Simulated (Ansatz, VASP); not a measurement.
**Two plane-wave programs on Sb**

INCAR

```
PREC     = Accurate       # precision mode
ENCUT    = 520            # plane-wave cutoff, eV
EDIFF    = 1E-8           # SCF threshold, eV
ISMEAR   = -1             # smearing method
SIGMA    = 0.05           # smearing width, eV
LREAL    = False          # projectors in reciprocal space
LASPH    = True           # aspherical terms in the spheres
NELM     = 80             # most SCF steps
ALGO     = Normal         # electronic algorithm
ISIF     = 2              # what is computed and relaxed
LWAVE    = False          # write WAVECAR
LCHARG   = False          # write CHGCAR
GGA      = PE             # functional
LEFG     = True         
NBANDS   = 12             # bands
```

File KPOINTS:

```
regular mesh
0
Gamma
  9 9 9
```

POSCAR

```
Sb
1.0
    2.1506003320      1.2416496806      3.8563200000
   -2.1506003320      1.2416496806      3.8563200000
    0.0000000000     -2.4832993611      3.8563200000
Sb
2
Direct
    0.2336400000      0.2336400000      0.2336400000
    0.7663600000      0.7663600000      0.7663600000
```

Input for Ansatz:

```yaml
crystal:
  lattice:
    - [2.150600332, 1.2416496806, 3.85632]
    - [-2.150600332, 1.2416496806, 3.85632]
    - [0.0, -2.4832993611, 3.85632]
  atoms:
    - { symbol: Sb, position: [0.23364, 0.23364, 0.23364] }
    - { symbol: Sb, position: [0.76636, 0.76636, 0.76636] }
kpoints:
  mp_grid: { grid: [9, 9, 9] }
scf:
  occupations: { method: fermi_dirac, width: 0.05 }
hamiltonian:
  xc: pbe
  pseudopotentials: { kind: paw }
output:
  forces: true
  stress: true
  eigenvalues: true
  efg: { contact_densities: true }
```

Change from the starting cell: zz strain of +3 %, PAW files.

Alike in both runs: task electric field gradients; functional PBE; k mesh 9 × 9 × 9; occupations fermi-dirac, width 0.05 eV; no spin polarisation.

```csv
,VASP,Ansatz
version,VASP 6.6.1,Ansatz 0.2.0
potentials or method,"VASP PAW PBE potentials, release 64 (Sb)","PAW with Ansatz's default frozen-core files, scalar-relativistic"
plane-wave cutoff (eV),520,420
valence electrons in the cell,10,30
```

```tsv
	VASP	Ansatz	Ansatz less VASP
pressure (GPa)	1.6	1.5	-0.06
largest component of the traceless stress (GPa)	0.88	0.86	-0.027
rms of the force components (eV/Å)	0.024	0.001	-0.0239
Vzz of the field gradient on the site that differs most (V/Å²)	-36.3	-39.9	-3.61
```

Atom by atom the forces differ by 0.024 eV/Å (rms over components). With one functional, cell and mesh, what is left measures potentials, basis and numerics. The two sets of potentials don't hold the same shells in valence. Ansatz warned: «gradients_without_spin_orbit».

Caveats: spin-orbit coupling is left out, which moves the levels of the heavy elements; an odd mesh through Γ misses points on the zone boundary, where band edges often lie.
